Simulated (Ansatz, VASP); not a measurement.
## Two plane-wave programs on TiC

```
CELL_PARAMETERS angstrom
3.04209 0.00000 0.00000
-1.52104 2.63452 0.00000
0.00000 0.00000 2.69797
ATOMIC_POSITIONS crystal
Ti 0.33333 0.66667 0.50000
C 0.66667 0.33333 0.00000
```

Alike in both runs: functional PBE; k mesh 24 × 24 × 20; occupations gaussian, width 0.1 eV; no spin polarisation.

Ansatz relaxed the structure, and its values are those at the end. VASP's run is a single point on that final structure, the one shown.

|  | VASP | Ansatz |
| --- | --- | --- |
| version | VASP 6.6.1 | Ansatz 0.2.0 |
| potentials or method | VASP PAW PBE potentials, release 64 (Ti_sv, C) | scalar-relativistic, plane waves, PAW |
| plane-wave cutoff (eV) | 520 | 420 |
| valence electrons in the cell | 16 | 16 |

Ansatz gave:

| Property | Result |
| --- | --- |
| gap on the k mesh at the Fermi level (eV) | none |
| pressure (GPa) | 0.0 |

**Question.** Estimate VASP's values.

**Answer.** gap on the k mesh at the Fermi level (eV): none; pressure (GPa): 0.2.

A gap of «none» marks a metal or a gap that the smearing closes.
